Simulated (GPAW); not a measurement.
# The basis that the transmission of a Nb chain with two Cu atoms in line needs, part 2 of 2

How well does a Nb chain with two Cu atoms in line conduct at low bias, and how far do basis and functional move the answer?

GPAW 26.7.0; GPAW LCAO, PAW setups; Landauer transmission from Green's functions with principal layers (ASE), zero bias.

So far, transmission at the Fermi level (one spin): step 2 (double-zeta polarised basis, PBE, GPAW) 0.990; step 3 (basis szp(dzp), PBE, GPAW) 0.970; step 4 (basis sz(dzp), PBE, GPAW) 0.889; step 5 (LDA) 0.994.

## Step 8: Mixing 0.02

Mixing changes the road to self-consistency, not its end. The mixing history changes the road to self-consistency, not its end.

This step: GPAW LCAO, PAW setups; Landauer transmission from Green's functions with principal layers (ASE), zero bias (GPAW 26.7.0).

run.py

```python
import json
import numpy as np
from ase import Atoms
from ase.transport.calculators import TransportCalculator
from gpaw import GPAW, FermiDirac
from gpaw.lcao.tools import get_lcao_hamiltonian
from scipy.linalg import eigh

# The junction with lead layers at both ends, along the third cell vector
device = Atoms(
    ['Nb', 'Nb', 'Nb', 'Nb', 'Nb', 'Nb', 'Nb', 'Cu', 'Cu', 'Nb', 'Nb', 'Nb', 'Nb', 'Nb', 'Nb', 'Nb'],
    positions=[
        [4.50000, 4.50000, 1.17500],
        [4.50000, 4.50000, 3.52500],
        [4.50000, 4.50000, 5.87500],
        [4.50000, 4.50000, 8.22500],
        [4.50000, 4.50000, 10.57500],
        [4.50000, 4.50000, 12.92500],
        [4.50000, 4.50000, 15.27500],
        [4.50000, 4.50000, 17.57300],
        [4.50000, 4.50000, 19.87300],
        [4.50000, 4.50000, 22.17100],
        [4.50000, 4.50000, 24.52100],
        [4.50000, 4.50000, 26.87100],
        [4.50000, 4.50000, 29.22100],
        [4.50000, 4.50000, 31.57100],
        [4.50000, 4.50000, 33.92100],
        [4.50000, 4.50000, 36.27100]],
    cell=[[9.0, 0.0, 0.0], [0.0, 9.0, 0.0], [0.0, 0.0, 37.446]],
    pbc=True)

# One principal layer of the lead: the first 5 atoms of the device
lead = Atoms(
    ['Nb', 'Nb', 'Nb', 'Nb', 'Nb'],
    positions=[
        [4.50000, 4.50000, 1.17500],
        [4.50000, 4.50000, 3.52500],
        [4.50000, 4.50000, 5.87500],
        [4.50000, 4.50000, 8.22500],
        [4.50000, 4.50000, 10.57500]],
    cell=[[9.0, 0.0, 0.0], [0.0, 9.0, 0.0], [0.0, 0.0, 11.75]],
    pbc=True)

settings = dict(mode='lcao', basis='dzp', xc='PBE', h=0.2,
                occupations=FermiDirac(0.1), maxiter=250,
                mixer=dict(beta=0.02, nmaxold=12, weight=100.0),
                convergence=dict(density=0.0001))
energies = np.arange(-2, 2 + 1e-9, 0.05)
eta = 0.0001
n1, n2 = 1, 1
# k and -k transmit alike, so half of the mesh across the current serves
mesh = [(i, j) for i in range(n1) for j in range(n2) if (i, j) <= (-i % n1, -j % n2)]
weights = np.array([1 if (i, j) == (-i % n1, -j % n2) else 2 for i, j in mesh]) / (n1 * n2)

# [... helper functions left out ...]
fermi_lead = ground_state(lead, (1, 1, 10), 'lead.txt')
fermi_device = ground_state(device, (1, 1, 2), 'device.txt')
# [... loop over the mesh left out, but for ...]
        # Shift the lead onto the potential of the device's first layer
        shift = ((H[:, 0, 0] - H0[:, 0, 0]) / S0[0, 0]).real.mean()
# [...]
kT = 8.617333e-5 * 500
bias = [0.1, 0.2, 0.5, 1.0, 1.5, 2.0]
# [... integrals and printing left out ...]
```

Run with:

```sh
$ OMP_NUM_THREADS=1 OPENBLAS_NUM_THREADS=1 python run.py
```

What it wrote:

```text
basis functions: device 436, principal layer 145
Fermi level: lead -2.3980 eV, device -2.4473 eV; lead shifted by -0.0073 eV
largest coupling past the next layer 3.08e-07 eV, largest misfit of the first layer 0.045 eV
  E-E_F (eV)   T (one spin)  [channel counts left out]
    -2.000    1.5691e-01
    -1.950    2.0019e-01
    -1.900    2.8869e-01
    -1.850    4.2335e-01
    -1.800    5.8856e-01
    -1.750    7.5597e-01
    -1.700    8.9834e-01
    -1.650    1.0013e+00
    -1.600    1.0641e+00
    -1.550    1.0928e+00
    -1.500    1.0923e+00
    -1.450    1.0587e+00
    -1.400    1.0451e+00
    -1.350    1.0307e+00
    -1.300    1.0198e+00
    -1.250    1.0106e+00
[...]
1.650    1.0393e+00
     1.700    9.9127e-01
     1.750    9.8878e-01
     1.800    9.8592e-01
     1.850    9.8266e-01
     1.900    9.7901e-01
     1.950    9.7495e-01
     2.000    9.7048e-01
conductance at 500 K: 0.99071 G0 a cell; thermopower -0.6295 uV/K
current from the zero-bias T(E) at 0.1 V: 7.6764 uA
current from the zero-bias T(E) at 0.2 V: 15.355 uA
current from the zero-bias T(E) at 0.5 V: 38.417 uA
current from the zero-bias T(E) at 1.0 V: 77.006 uA
current from the zero-bias T(E) at 1.5 V: 115.8 uA
current from the zero-bias T(E) at 2.0 V: 154.9 uA
```

Elapsed: 2.6 min, on 1 thread of Arm Neoverse V2, shared host; peak memory 1.6 GiB.

Numbers from this step:

```yaml
conductance: 0.9907 G₀
largest_coupling_past_the_next_principal_layer: 3.08e-7 eV
largest_misfit_of_the_first_principal_layer: 0.04529 eV
shift_that_aligns_the_lead: -0.007349 eV
transmission_at_the_fermi_level_one_spin: 0.9904
```

One spin. The transmission, zone mean by energy, zero at the Fermi level:

```
energy (eV)  transmission, zone mean
      -2.00                    0.157
      -1.85                    0.423
      -1.70                    0.898
      -1.60                     1.06
      -1.55                     1.09
      -1.45                     1.06
      -1.30                     1.02
      -1.15                    0.994
      -1.05                    0.979
      -0.90                    0.968
      -0.75                    0.970
      -0.60                    0.974
      -0.50                    0.977
      -0.35                    0.979
      -0.20                    0.982
      -0.05                    0.988
       0.00                    0.990
       0.05                    0.993
       0.20                     1.00
       0.35                     1.01
       0.50                     1.02
       0.60                     1.03
       0.75                     1.04
       0.90                     1.05
       1.05                     1.06
       1.15                     1.07
       1.30                     1.08
       1.45                     1.09
       1.50                     1.09
       1.60                     1.07
       1.70                    0.991
       1.85                    0.983
       2.00                    0.970
```

Not self-consistent under bias; the bias window is split evenly. Table of current through one cell, from the zero-bias transmission by bias:

```
bias (V)  current through one cell, from the zero-bias transmission (μA)
   0.100                                                            7.68
   0.200                                                            15.4
   0.500                                                            38.4
   1.000                                                            77.0
   1.500                                                             116
   2.000                                                             155
```

Table of transmission of the three most open eigenchannels by energy, zero at the Fermi level:

```
energy (eV)  channel 1  channel 2  channel 3
      -2.00     0.0680     0.0680     0.0209
      -1.85      0.308     0.0575     0.0575
      -1.70      0.794     0.0522     0.0522
      -1.60      0.964     0.0502     0.0502
      -1.45      0.962     0.0476     0.0476
      -1.30      0.924     0.0443     0.0443
      -1.15      0.906     0.0404     0.0404
      -1.05      0.896     0.0379     0.0379
      -0.90      0.891     0.0352     0.0352
      -0.75      0.895     0.0339     0.0339
      -0.60      0.901     0.0339     0.0339
      -0.50      0.903     0.0344     0.0344
      -0.35      0.905     0.0352     0.0352
      -0.20      0.908     0.0354     0.0354
      -0.05      0.917     0.0342     0.0342
       0.00      0.921     0.0335     0.0335
       0.05      0.926     0.0327     0.0327
       0.20      0.941     0.0300     0.0300
       0.35      0.955     0.0276     0.0276
       0.50      0.968     0.0262     0.0262
       0.60      0.975     0.0260     0.0260
       0.75      0.983     0.0271     0.0271
       0.90      0.990     0.0298     0.0298
       1.05      0.995     0.0338     0.0338
       1.15      0.998     0.0369     0.0369
       1.30      0.999     0.0412     0.0412
       1.45      0.998     0.0445     0.0445
       1.60      0.995     0.0388     0.0388
       1.70      0.991     1.7e-4    7.4e-10
       1.85      0.983     1.5e-4    3.2e-10
       2.00      0.970     1.3e-4    2.7e-10
```

The conductance equals that of the dzp run to 0.2 %.

## Step 9: Broadening 1e-05: eta = 1e-05

The broadening keeps the Green's functions finite; too large a value absorbs electrons where channels are open and leaks them where none are.

Edit run.py of step 8 so:

```diff
@@ -45,6 +45,6 @@
                 occupations=FermiDirac(0.1), maxiter=250,
-                mixer=dict(beta=0.02, nmaxold=12, weight=100.0),
+                mixer=dict(beta=0.1, nmaxold=8, weight=100.0),
                 convergence=dict(density=0.0001))
 energies = np.arange(-2, 2 + 1e-9, 0.05)
-eta = 0.0001
+eta = 1e-05
 n1, n2 = 1, 1
```

What it wrote:

```text
basis functions: device 436, principal layer 145
Fermi level: lead -2.3976 eV, device -2.4473 eV; lead shifted by -0.0082 eV
largest coupling past the next layer 3.08e-07 eV, largest misfit of the first layer 0.045 eV
  E-E_F (eV)   T (one spin)  [channel counts left out]
    -2.000    1.5659e-01
    -1.950    1.9892e-01
    -1.900    2.8643e-01
    -1.850    4.2035e-01
    -1.800    5.8544e-01
    -1.750    7.5341e-01
    -1.700    8.9681e-01
    -1.650    1.0009e+00
    -1.600    1.0646e+00
    -1.550    1.0940e+00
    -1.500    1.0940e+00
    -1.450    1.0619e+00
    -1.400    1.0471e+00
    -1.350    1.0324e+00
    -1.300    1.0212e+00
    -1.250    1.0078e+00
[...]
1.650    1.0412e+00
     1.700    9.9216e-01
     1.750    9.8968e-01
     1.800    9.8682e-01
     1.850    9.8356e-01
     1.900    9.7989e-01
     1.950    9.7582e-01
     2.000    9.7133e-01
conductance at 500 K: 0.99153 G0 a cell; thermopower -0.6075 uV/K
current from the zero-bias T(E) at 0.1 V: 7.6827 uA
current from the zero-bias T(E) at 0.2 V: 15.367 uA
current from the zero-bias T(E) at 0.5 V: 38.447 uA
current from the zero-bias T(E) at 1.0 V: 77.069 uA
current from the zero-bias T(E) at 1.5 V: 115.89 uA
current from the zero-bias T(E) at 2.0 V: 155.04 uA
```

Wall time 3.7 min (1 thread); peak memory 1.5 GiB.

This step gave:

- conductance: 0.9915 G₀
- largest misfit of the first principal layer: 0.04500 eV
- shift that aligns the lead: -0.008239 eV
- transmission at the Fermi level (one spin): 0.9912

One spin. The transmission, zone mean by energy, zero at the Fermi level:

energy (eV), transmission, zone mean and a bar from the least value:
```
    -2.00       0.16 
    -1.85       0.42 ########
    -1.70       0.90 ########################
    -1.60       1.06 #############################
    -1.55       1.09 ##############################
    -1.45       1.06 #############################
    -1.30       1.02 ############################
    -1.15       1.00 ###########################
    -1.05       0.98 ##########################
    -0.90       0.97 ##########################
    -0.75       0.97 ##########################
    -0.60       0.98 ##########################
    -0.50       0.98 ##########################
    -0.35       0.98 ##########################
    -0.20       0.98 ##########################
    -0.05       0.99 ###########################
     0.00       0.99 ###########################
     0.05       0.99 ###########################
     0.20       1.00 ###########################
     0.35       1.01 ###########################
     0.50       1.02 ############################
     0.60       1.03 ############################
     0.75       1.04 ############################
     0.90       1.05 #############################
     1.05       1.06 #############################
     1.15       1.07 #############################
     1.30       1.08 ##############################
     1.45       1.09 ##############################
     1.50       1.09 ##############################
     1.60       1.07 #############################
     1.70       0.99 ###########################
     1.85       0.98 ##########################
     2.00       0.97 ##########################
```

Not self-consistent under bias; the bias window is split evenly. The current through one cell, from the zero-bias transmission by bias:

```
bias (V)  current through one cell, from the zero-bias transmission (μA)
   0.100                                                            7.68
   0.200                                                            15.4
   0.500                                                            38.4
   1.000                                                            77.1
   1.500                                                             116
   2.000                                                             155
```

Transmission of the three most open eigenchannels against energy, zero at the Fermi level:

| energy (eV) | channel 1 | channel 2 | channel 3 |
| --- | --- | --- | --- |
| -2.00 | 0.0682 | 0.0682 | 0.0201 |
| -1.85 | 0.305 | 0.0576 | 0.0576 |
| -1.70 | 0.792 | 0.0522 | 0.0522 |
| -1.60 | 0.964 | 0.0502 | 0.0502 |
| -1.45 | 0.965 | 0.0477 | 0.0477 |
| -1.30 | 0.925 | 0.0445 | 0.0445 |
| -1.15 | 0.906 | 0.0404 | 0.0404 |
| -1.05 | 0.897 | 0.0375 | 0.0375 |
| -0.90 | 0.891 | 0.0355 | 0.0355 |
| -0.75 | 0.896 | 0.0340 | 0.0340 |
| -0.60 | 0.902 | 0.0339 | 0.0339 |
| -0.50 | 0.903 | 0.0344 | 0.0344 |
| -0.35 | 0.905 | 0.0353 | 0.0353 |
| -0.20 | 0.909 | 0.0354 | 0.0354 |
| -0.05 | 0.918 | 0.0342 | 0.0342 |
| 0.00 | 0.922 | 0.0335 | 0.0335 |
| 0.05 | 0.926 | 0.0327 | 0.0327 |
| 0.20 | 0.939 | 0.0300 | 0.0300 |
| 0.35 | 0.957 | 0.0276 | 0.0276 |
| 0.50 | 0.969 | 0.0261 | 0.0261 |
| 0.60 | 0.976 | 0.0262 | 0.0262 |
| 0.75 | 0.984 | 0.0272 | 0.0272 |
| 0.90 | 0.991 | 0.0298 | 0.0298 |
| 1.05 | 0.996 | 0.0338 | 0.0338 |
| 1.15 | 0.998 | 0.0369 | 0.0369 |
| 1.30 | 1.000 | 0.0412 | 0.0412 |
| 1.45 | 0.999 | 0.0445 | 0.0445 |
| 1.60 | 0.996 | 0.0393 | 0.0393 |
| 1.70 | 0.992 | 1.7e-4 | 1.7e-10 |
| 1.85 | 0.983 | 1.5e-4 | 1.8e-10 |
| 2.00 | 0.971 | 1.3e-4 | 2.7e-12 |

The conductance equals that of the dzp run to 0.2 %.

## Step 10: Results

```json
{
 "conductance": "0.991 G₀",
 "transmission at the Fermi level, mean of the spins": "0.990",
 "thermopower": "about 0 (under 1.5 μV/K)"
}
```

In words: In the dzp basis the junction conducts 0.991 G₀ at 500 K, with T = 0.990 a spin at the Fermi level; the szp basis reaches that conductance within 10 %. At the Fermi level the three most open eigenchannels pass 0.92, 0.034 and 0.034. Measured against the first run (dzp), the nearest curve is that of dzp-LDA (r.m.s. 0.011) and the farthest that of sz (0.086). Over the compared runs wall time goes from 132 s (sz) to 216 s (dzp), on a shared host. The geometry was built from estimated bond lengths and not relaxed, so the numbers describe this model structure. The run had no spin polarisation, so a magnetic state, which chains and small molecules with open shells often have, wasn't tested. An evenly spaced straight chain is an idealisation: free chains tend to dimerise, zigzag or, where a band edge lies near the Fermi level, turn magnetic. The currents use the zero-bias T(E) throughout, which holds only while the bias is small against the distance to the nearest feature.

[Logs are printed without paths, hosts, clocks, repeated set-up lines and the standing remarks that a program may print on its own settings, such as how far it seeks lower states.]

[Hosts, paths, dates, database ids (printed as entryN), source tags and the programs' standing remarks are cut or masked in the printed files.]
